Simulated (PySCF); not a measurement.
An unknown shows these calculated signals:

¹H NMR (500 MHz, computed): δ 7.53 (m, 2H), 7.11 (t, 1H), 6.95 (d, 2H), 4.22 (br s, 1H).

¹³C{¹H} NMR (computed): δ 163.8 (C), 135.3 (CH), 124.8 (CH), 118.7 (CH).

Method: GFN2-xTB geometry, σ from GIAO-PBE0/pcSseg-1, in PySCF 2.14.0 with density-fitted response routines (non-relativistic, in vacuum, one conformer, averaged over atoms made equivalent by symmetry, fast rotation or ring inversion).

Shifts are taken against calculated references (same method and geometry level): TMS for ¹H (31.72 ppm) and ¹³C (186.93 ppm).

Q: Which of these does the molecule contain: a nitrile, a CH3CH2 unit, an OH group, a benzene ring, a vinyl group CH=CH2?

A: 
- A nitrile: no.
- A CH3CH2 unit: no.
- An OH group: yes (δH 4.22 (br s)).
- A benzene ring: yes.
- A vinyl group CH=CH2: no.

The data belong to SMILES C1(O)=CC=CC=C1, C6H6O; they needn't prove each group on their own.

Carbon signals by region: 1 in the far downfield region (above 160 ppm), 3 in the sp2 and nitrile region (100–160 ppm). Above 160 ppm: 163.8, aromatic carbon bearing oxygen.

OH and NH positions are those of a molecule without intermolecular hydrogen bonds; in solution they move with solvent, concentration and temperature, and exchange usually removes their couplings. Shifts are as computed. Against solution values, carbons near 30 ppm lie about +3 ppm off and those near 130 ppm about +5 ppm. Of 1211 compounds with measured shifts, 218 miss one by over three times the rms of a fit or turn the order of signals round; such compounds aren't used in these exercises. No couplings were computed; multiplicities are counted from neighbouring protons, with m where these are inequivalent, close in shift, in a saturated or five-membered ring or joined by F or P, and br s for small geminal =CH2 splittings.
